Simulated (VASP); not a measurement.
# GePt (Pnma) in VASP: band structure with PBE

Aim: the band structure of GePt with PBE.

All numbers are computed with VASP 6.6.1; they aren't measurements. Logs are shortened: lines on timing, memory, paths and dates and some standing lists are left out, and cuts for length are marked.

## Step 1: Starting point

It takes space group Pnma (No. 62, orthorhombic). Conventional cell: a = 5.819 Å, b = 3.753 Å, c = 6.184 Å, α = 90.00°, β = 90.00°, γ = 90.00°. Ge (site symmetry m) has 6 Pt at 2.51 to 2.70 Å as nearest neighbours. Around Pt (site symmetry m) lie 6 Ge at 2.51 to 2.70 Å.

The cell was built by a generator and needn't be a form met in nature.

## Step 2: Band structure, PBE

Input file INCAR:

```
PREC = Accurate
ENCUT = 520
EDIFF = 1E-7
ISMEAR = 0
SIGMA = 0.1
LREAL = F
LASPH = T
NELM = 100
ALGO = Fast
ISIF = 2
LWAVE = F
LCHARG = F
LMAXMIX = 4
GGA = PE
NBANDS = 58
KPAR = 4
```

Input file KPOINTS:

```
regular mesh
0
Gamma
  6 8 6
```

Input file POSCAR:

```
GePt
1.0
    5.8185200000      0.0000000000      0.0000000000
    0.0000000000      3.7530500000      0.0000000000
    0.0000000000      0.0000000000      6.1841100000
Ge Pt
4 4
Direct
    0.6865260000      0.2500000000      0.5881940000
    0.8134740000      0.7500000000      0.0881940000
    0.3134740000      0.7500000000      0.4118060000
    0.1865260000      0.2500000000      0.9118060000
    0.9977050000      0.2500000000      0.3074150000
    0.5022950000      0.7500000000      0.8074150000
    0.0022950000      0.7500000000      0.6925850000
    0.4977050000      0.2500000000      0.1925850000
```

Input file KPOINTS_OPT:

```
path GXSYGZURTZ,YT,UX,SR
10
line-mode
reciprocal
 0.0000000000  0.0000000000  0.0000000000  G
 0.0000000000 -0.5000000000  0.0000000000  X

 0.0000000000 -0.5000000000  0.0000000000  X
-0.5000000000 -0.5000000000  0.0000000000  S

-0.5000000000 -0.5000000000  0.0000000000  S
-0.5000000000  0.0000000000  0.0000000000  Y

-0.5000000000  0.0000000000  0.0000000000  Y
 0.0000000000  0.0000000000  0.0000000000  G

 0.0000000000  0.0000000000  0.0000000000  G
 0.0000000000  0.0000000000 -0.5000000000  Z

 0.0000000000  0.0000000000 -0.5000000000  Z
 0.0000000000 -0.5000000000 -0.5000000000  U

 0.0000000000 -0.5000000000 -0.5000000000  U
-0.5000000000 -0.5000000000 -0.5000000000  R

-0.5000000000 -0.5000000000 -0.5000000000  R
-0.5000000000  0.0000000000 -0.5000000000  T

-0.5000000000  0.0000000000 -0.5000000000  T
 0.0000000000  0.0000000000 -0.5000000000  Z

-0.5000000000  0.0000000000  0.0000000000  Y
-0.5000000000  0.0000000000 -0.5000000000  T

 0.0000000000 -0.5000000000 -0.5000000000  U
 0.0000000000 -0.5000000000  0.0000000000  X

-0.5000000000 -0.5000000000  0.0000000000  S
-0.5000000000 -0.5000000000 -0.5000000000  R
```

Potentials or basis: VASP PAW PBE potentials, release 64 (Ge_d, Pt).

Started as:

```
> cat potpaw_PBE.64/Ge_d/POTCAR potpaw_PBE.64/Pt/POTCAR > POTCAR
> mpirun -np 4 vasp_std > vasp.out
```

OUTCAR:

```text
PREC = Accurate
   ENCUT = 520
   EDIFF = 1E-7
   ISMEAR = 0
   LREAL = F
   LASPH = T
   NELM = 100
   ISIF = 2
   GGA = PE

 ion  position               nearest neighbor table
   1  0.687  0.250  0.588-   5 2.51   6 2.55   6 2.55   8 2.68   7 2.70   7 2.70
   2  0.813  0.750  0.088-   6 2.51   5 2.55   5 2.55   7 2.68   8 2.70   8 2.70
   3  0.313  0.750  0.412-   7 2.51   8 2.55   8 2.55   6 2.68   5 2.70   5 2.70
   4  0.187  0.250  0.912-   8 2.51   7 2.55   7 2.55   5 2.68   6 2.70   6 2.70
   5  0.998  0.250  0.307-   1 2.51   2 2.55   2 2.55   4 2.68   3 2.70   3 2.70   8 2.99   8 2.99
                             7 3.03   7 3.03
   6  0.502  0.750  0.807-   2 2.51   1 2.55   1 2.55   3 2.68   4 2.70   4 2.70   7 2.99   7 2.99
                             8 3.03   8 3.03
   7  0.002  0.750  0.693-   3 2.51   4 2.55   4 2.55   2 2.68   1 2.70   1 2.70   6 2.99   6 2.99
                             5 3.03   5 3.03
   8  0.498  0.250  0.193-   4 2.51   3 2.55   3 2.55   1 2.68   2 2.70   2 2.70   5 2.99   5 2.99
                             6 3.03   6 3.03

  LATTYP: Found a simple orthorhombic cell.
 ALAT       =     3.7530500000
 B/A-ratio  =     1.5503443866
 C/A-ratio  =     1.6477558253

  Lattice vectors:

 A1 = (   0.0000000000,  -3.7530500000,   0.0000000000)
 A2 = (   5.8185200000,   0.0000000000,   0.0000000000)
 A3 = (   0.0000000000,   0.0000000000,   6.1841100000)

Analysis of symmetry for initial positions (statically):
=====================================================================
 Subroutine PRICEL returns:
 Original cell was already a primitive cell.

 Routine SETGRP: Setting up the symmetry group for a
 simple orthorhombic supercell.

 Subroutine GETGRP returns: Found  8 space group operations
 (whereof  2 operations were pure point group operations)
 out of a pool of  8 trial point group operations.

The static configuration has the point symmetry S_2 .
 The point group associated with its full space group is D_2h.

Analysis of symmetry for dynamics (positions and initial velocities):
=====================================================================
 Subroutine PRICEL returns:
 Original cell was already a primitive cell.

 Routine SETGRP: Setting up the symmetry group for a
 simple orthorhombic supercell.

 Subroutine GETGRP returns: Found  8 space group operations
 (whereof  2 operations were pure point group operations)
 out of a pool of  8 trial point group operations.

The dynamic configuration has the point symmetry S_2 .
 The point group associated with its full space group is D_2h.

 Subroutine INISYM returns: Found  8 space group operations
 (whereof  2 operations are pure point group operations),
[... 118 lines left out ...]
   PSTRESS=    0.0 pullay stress
   NELECT =      96.0000    total number of electrons
   NUPDOWN=      -1.0000    fix difference up-down
   EMIN   =  10.00;   EMAX   =-10.00  energy-range for DOS
   EFERMI =   0.00;   METHOD = LEGACY
   ISMEAR =     0;   SIGMA  =   0.10  broadening in eV -4-tet -1-fermi 0-gaus
   EFERMI_NEDOS =   21; number of points for ismear=-14 and -15
   IALGO  =     68    algorithm
   IMIX   =      4    mixing-type and parameters
     AMIX     =   0.40;   BMIX     =  1.00
     AMIX_MAG =   1.60;   BMIX_MAG =  1.00
  volume/ion in A,a.u.               =      16.88       113.91
  Fermi-wavevector in a.u.,A,eV,Ry     =   1.461080  2.761040 29.045086  2.134754
  Thomas-Fermi vector in A             =   2.577453
   LORBIT       =      0    0 simple, 1 ext, 2 COOP (PROOUT), +10 PAW based schemes
   GGA     = PE    functional components
   LHFCALC =     F    Hartree Fock is set to
   AEXX    =    0.0000 exact exchange contribution
   IVDW    =     0    specifies the selected vdW correction
   LEPSILON=     F    determine dielectric tensor
   LRPA    =     F    only Hartree local field effects (RPA)
 non-spin polarized calculation
 RMM-DIIS sequential band-by-band and
 Gauss-broadening in eV      SIGMA  =   0.10
  energy-cutoff  :      520.00
  volume of cell :      135.04
 maximum number of plane-waves:      3676
 NGX is ok and might be reduce to    48
   NGX = 21   NGY = 13   NGZ = 23

 number of electron      95.9999953 magnetization

 Free energy of the ion-electron system (eV)
  ---------------------------------------------------
  ext. energy  EPLUGINS =         0.00000000
  ---------------------------------------------------
  free energy    TOTEN  =       -46.17546314 eV

  energy without entropy =      -46.16151526  energy(sigma->0) =      -46.16848920

 E-fermi :   9.0677     XC(G=0): -12.2121

 val. band max:        9.0594381190   @ k =   0.1667   0.3750   0.3333
 cond. band min:       9.0689076365   @ k =   0.5000   0.0000   0.0000
 fundamental gap:      0.0094695175
 Fermi energy:         9.0677116477

 k-point     1 :       0.0000    0.0000    0.0000
  band No.  band energies     occupation
      1     -16.0262      2.00000
      2     -16.0197      2.00000
      3     -16.0189      2.00000
      4     -16.0162      2.00000
      5     -16.0067      2.00000
      6     -15.9963      2.00000
[... 1453 lines left out ...]
     57      13.4996      0.00000
     58      13.4996      0.00000

 [... further k-points ...]

------------------------ aborting loop because EDIFF is reached ----------------------------------------

  FORCE on cell =-STRESS in cart. coord.  units (eV):
  Direction    XX          YY          ZZ          XY          YZ          ZX
  --------------------------------------------------------------------------------------
  -------------------------------------------------------------------------------------
  Total       -0.0171454     -0.0041906     -0.0091040      0.0000000      0.0000000      0.0000000
  in kB       -0.2034150     -0.0497177     -0.1080115      0.0000000      0.0000000      0.0000000
  external PRESSURE =      -0.1203814 kB  Pullay stress =       0.0000000 kB

 VOLUME and BASIS-vectors are now :
 -----------------------------------------------------------------------------
  energy-cutoff  :      520.00
  volume of cell :      135.04
      direct lattice vectors                 reciprocal lattice vectors
     5.818520000  0.000000000  0.000000000     0.171865010  0.000000000  0.000000000
     0.000000000  3.753050000  0.000000000     0.000000000  0.266449954  0.000000000
     0.000000000  0.000000000  6.184110000     0.000000000  0.000000000  0.161704756

 POSITION                                       TOTAL-FORCE (eV/Angst)
 -----------------------------------------------------------------------------------
      3.99457      0.93826      3.63746         0.003361     -0.000000      0.000398
      4.73321      2.81479      0.54540        -0.003361      0.000000      0.000398
      1.82395      2.81479      2.54665        -0.003361     -0.000000     -0.000398
      1.08531      0.93826      5.63871         0.003361     -0.000000     -0.000398
      5.80517      0.93826      1.90109        -0.004884     -0.000000      0.000361
      2.92261      2.81479      4.99314         0.004884     -0.000000      0.000361
      0.01335      2.81479      4.28302         0.004884      0.000000     -0.000361
      2.89591      0.93826      1.19097        -0.004884     -0.000000     -0.000361
 -----------------------------------------------------------------------------------
    total drift:                                0.000000      0.000000      0.000000

  FREE ENERGIE OF THE ION-ELECTRON SYSTEM (eV)
  ---------------------------------------------------
  free  energy   TOTEN  =       -46.1754631365 eV

  energy  without entropy=      -46.1615152619  energy(sigma->0) =      -46.16848920
```

OSZICAR:

```text
N       E                     dE             d eps       ncg     rms          rms(c)
DAV:   1     0.123441080108E+04    0.12344E+04   -0.41558E+04 12574   0.418E+03
DAV:   2     0.190723082426E+03   -0.10437E+04   -0.99846E+03  9280   0.113E+03
[... 30 lines left out ...]
DAV:   1     0.119293323934E+06   -0.54841E+05     6254
DAV:   2     0.767957350642E+05   -0.42498E+05     4648
DAV:   3     0.679268912876E+05   -0.88688E+04     4892
DAV:   4     0.671741007442E+05   -0.75279E+03     5538
DAV:   5     0.671501015185E+05   -0.23999E+02     5230
DAV:   6     0.671490757528E+05   -0.10258E+01     6436
DAV:   7     0.671490503174E+05   -0.25435E-01     5622
DAV:   8     0.671490492763E+05   -0.10411E-02     6620
DAV:   9     0.671490492520E+05   -0.24235E-04     4876
DAV:  10     0.671490492507E+05   -0.12882E-05     3452
DAV:  11     0.671490492506E+05   -0.87326E-07     3132
```

stdout:

```text
POSCAR found type information on POSCAR GePt
 POSCAR found :  2 types and       8 ions
 scaLAPACK will be used
 LDA part: xc-table for (Slater+PW92), standard interpolation
 POSCAR, INCAR and KPOINTS ok, starting setup
 FFT: planning ... GRIDC
 FFT: planning ... GRID_SOFT
 FFT: planning ... GRID
 WAVECAR not read
 entering main loop
 num prob RMM:  16    -0.461754631539E+02    0.21354E-06   -0.26895E-06 11402   0.529E-03    0.140E-03
 num prob  num prob  num prob  num prob  num prob  num prob  num prob  num prob  num prob  num prob  num prob  num prob  num prob  num prob  num prob  num prob  num prob  num prob  num prob  num prob  num prob  num prob  num prob  num prob  num prob  num prob  num prob  num prob  num prob  num prob  num prob  num prob  num prob  num prob  num prob  num prob  num prob  num prob  num prob  num prob  num prob  num prob  num prob  num prob  num prob  num prob  num prob  num prob  num prob  num prob  num prob  num prob  num prob  num prob  num prob  num prob  num prob  num prob  num prob  num prob  num prob  num prob  num prob  num prob  num prob  num prob  num prob  num prob  num prob  num prob  num prob  num prob  num prob  num prob  num prob  num prob  num prob  num prob  num prob RMM:  17    -0.461754631365E+02    0.17426E-07   -0.55407E-07  8968   0.265E-03
 Start KPOINTS_OPT (optional k-point list driver)
k-point batch [1-80\120]
k-point batch [81-120\120]
```

Run time: 2.5 min. Hardware: 4 MPI ranks of Intel Xeon 6975P-C (Granite Rapids), shared host; peak memory 0.84 GiB.

What came out:

```
Free energy             : -46.1755 eV
Pressure                : 0.0 GPa
Largest force           : 0.005 eV/Å
Band gap along the path : none (metal or under the smearing width)
```

Forces on the atoms (eV/Å):
```
Ge   0.003  0.000  0.000
Ge  -0.003  0.000  0.000
Ge  -0.003  0.000  0.000
Ge   0.003  0.000  0.000
Pt  -0.005  0.000  0.000
Pt   0.005  0.000  0.000
Pt   0.005  0.000  0.000
Pt  -0.005  0.000  0.000
```

Levels at the corners of the path, in eV from the Fermi level:
| point | band 46 | band 47 | band 48 | band 49 | band 50 | band 51 |
| --- | --- | --- | --- | --- | --- | --- |
| Γ | -1.35 | -1.29 | -0.87 | 0.68 | 0.80 | 2.99 |
| X | -2.39 | -1.50 | -1.50 | -0.13 | -0.13 | 2.03 |
| X | -2.39 | -1.50 | -1.50 | -0.13 | -0.13 | 2.03 |
| S | -1.78 | -1.78 | -1.78 | 0.57 | 0.57 | 0.57 |
| S | -1.78 | -1.78 | -1.78 | 0.57 | 0.57 | 0.57 |
| Y | -2.34 | 0.00 | 0.00 | 1.37 | 1.37 | 2.26 |
| Y | -2.34 | 0.00 | 0.00 | 1.37 | 1.37 | 2.26 |
| Γ | -1.35 | -1.29 | -0.87 | 0.68 | 0.80 | 2.99 |
| Γ | -1.35 | -1.29 | -0.87 | 0.68 | 0.80 | 2.99 |
| Z | -1.72 | 0.01 | 0.01 | 1.11 | 1.11 | 1.81 |
| Z | -1.72 | 0.01 | 0.01 | 1.11 | 1.11 | 1.81 |
| U | -2.34 | -2.03 | -2.03 | 0.52 | 0.52 | 0.97 |
| U | -2.34 | -2.03 | -2.03 | 0.52 | 0.52 | 0.97 |
| R | -2.33 | -2.33 | -2.33 | 2.41 | 2.41 | 2.41 |
| R | -2.33 | -2.33 | -2.33 | 2.41 | 2.41 | 2.41 |
| T | -1.28 | 0.74 | 0.74 | 1.74 | 1.74 | 2.63 |
| T | -1.28 | 0.74 | 0.74 | 1.74 | 1.74 | 2.63 |
| Z | -1.72 | 0.01 | 0.01 | 1.11 | 1.11 | 1.81 |
| Y | -2.34 | 0.00 | 0.00 | 1.37 | 1.37 | 2.26 |
| T | -1.28 | 0.74 | 0.74 | 1.74 | 1.74 | 2.63 |
| U | -2.34 | -2.03 | -2.03 | 0.52 | 0.52 | 0.97 |
| X | -2.39 | -1.50 | -1.50 | -0.13 | -0.13 | 2.03 |
| S | -1.78 | -1.78 | -1.78 | 0.57 | 0.57 | 0.57 |
| R | -2.33 | -2.33 | -2.33 | 2.41 | 2.41 | 2.41 |

Caveat: spin-orbit coupling is left out, which moves the levels of the heavy elements.
